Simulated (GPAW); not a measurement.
Here is a GPAW 26.7.0 calculation.

Contents of run.py:

```python
from ase import Atoms
from ase.dft.bandgap import bandgap
from ase.io import write
from gpaw import GPAW, PW
from gpaw.response.df import DielectricFunction

atoms = Atoms(['Cu'],
              cell=[[0.0, 1.8312856224, 1.8312856224],
                    [1.8312856224, 0.0, 1.8312856224],
                    [1.8312856224, 1.8312856224, 0.0]],
              scaled_positions=[[0.0, 0.0, 0.0]],
              pbc=True)

calc = GPAW(mode=PW(400),
            xc='PBE',
            kpts={'size': (10, 10, 10), 'gamma': True},
            occupations={'name': 'fermi-dirac', 'width': 0.05},
            nbands=14,
            convergence={'density': 1e-06},
            maxiter=150,
            txt='gpaw.txt')
atoms.calc = calc
energy = atoms.get_potential_energy()
calc.write('gs.gpw')
write('result.traj', atoms)
print(f'Energy: {energy:.6f} eV')
print('Fermi level:', round(calc.get_fermi_level(), 4), 'eV')
print(f'Gap: {bandgap(calc)[0]:.4f} eV, direct: {bandgap(calc, direct=True)[0]:.4f} eV')

dense = calc.fixed_density(kpts={'size': (32, 32, 32), 'gamma': True},
                           nbands=22, convergence={'bands': 16, 'eigenstates': 1e-7},
                           update_fermi_level=True, txt='dense.txt')
dense.write('dense.gpw', mode='all')

df = DielectricFunction('dense.gpw', frequencies={'type': 'nonlinear', 'domega0': 0.05, 'omega2': 10},
                        eta=0.1, ecut=50, nbands=16, rate='eta', txt='df.txt')
for direction in ['x']:
    df.get_dielectric_function(xc='RPA', direction=direction, filename=f'df_{direction}.csv')
```

Potentials or basis: GPAW PAW data sets (gpaw-data 1.2.1), pw.

The run is started by

```sh
$ OMP_NUM_THREADS=1 python run.py
```

Problem. Estimate the band gap on the k mesh.

Solution. None (metal or under the smearing width).

Dielectric function (mean over the directions given):
```tsv
energy (eV)	real part	imaginary part
0.67	-143.98	46.76
1.54	-18.30	6.32
2.54	-5.23	7.18
3.56	-1.41	6.15
4.44	-0.42	7.50
5.38	-2.62	4.58
6.39	-1.56	3.04
7.38	-1.08	2.55
8.25	-0.74	2.24
9.27	-0.51	1.65
10.26	-0.17	1.45
11.31	0.07	1.38
12.19	0.09	1.43
13.24	0.10	1.34
14.22	0.08	1.30
15.26	-0.03	1.13
16.21	0.05	1.00
17.36	0.06	0.76
18.58	0.13	0.61
19.87	0.32	0.46
```

Caveat: the intraband term hangs on this k mesh; the long-wavelength limit can be off by several per cent where d states take part; independent-particle spectra lack excitons.
